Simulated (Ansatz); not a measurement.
Fe:

```
CELL_PARAMETERS angstrom
2.43416 0.00000 0.00000
-1.21708 2.10804 0.00000
0.00000 0.00000 3.84193
ATOMIC_POSITIONS crystal
Fe 0.66667 0.33333 0.75000
Fe 0.33333 0.66667 0.25000
```

This isn't the form of Fe at room conditions, which is bcc.

Program: Ansatz 0.2.0. Alike in all runs: potentials or basis Ansatz PAW; cell as given; k mesh 12 × 12 × 7.

**Question.** Order these runs on this cell by their pressure, lowest first.
A. level PBE+D4+U; spin collinear, ferrimagnetic start; U Fe d U = 5.0 eV; cutoff (eV) 420; smearing methfessel-paxton 0.2 eV; hubbard projectors ortho-atomic (the default); double counting fll (the default)
B. level LDA+U; spin collinear, antiferromagnetic start; U Fe d U = 7.0 eV; fixed moment (μB) 0; cutoff (eV) 420; smearing methfessel-paxton 0.1 eV; points for each segment of the path 14; hubbard projectors ortho-atomic (the default); double counting fll (the default)
C. level r2SCAN; spin collinear, ferromagnetic start; cutoff (eV) 500; smearing fermi-dirac 0.05 eV; points for each segment of the path 14

**Answer.** C (56.6 GPa), B (91.3 GPa), A (92.9 GPa).

Caveats: the magnetic or orbital state may not be the lowest; a pressure of tens of GPa on the cell as given is suspect, and the run, the potentials or the cell itself is likely at fault; the PAW data sets come from PBE, with cores solved anew for the run's functional, which leaves a small shift of forces and pressure (some runs); the U is typed as a test and isn't derived for this compound (some runs); pairwise dispersion overbinds metals, which lowers pressure and volume (some runs); the total moment is fixed, so each spin has its own Fermi level (some runs); the thresholds are loose for stress (some runs).
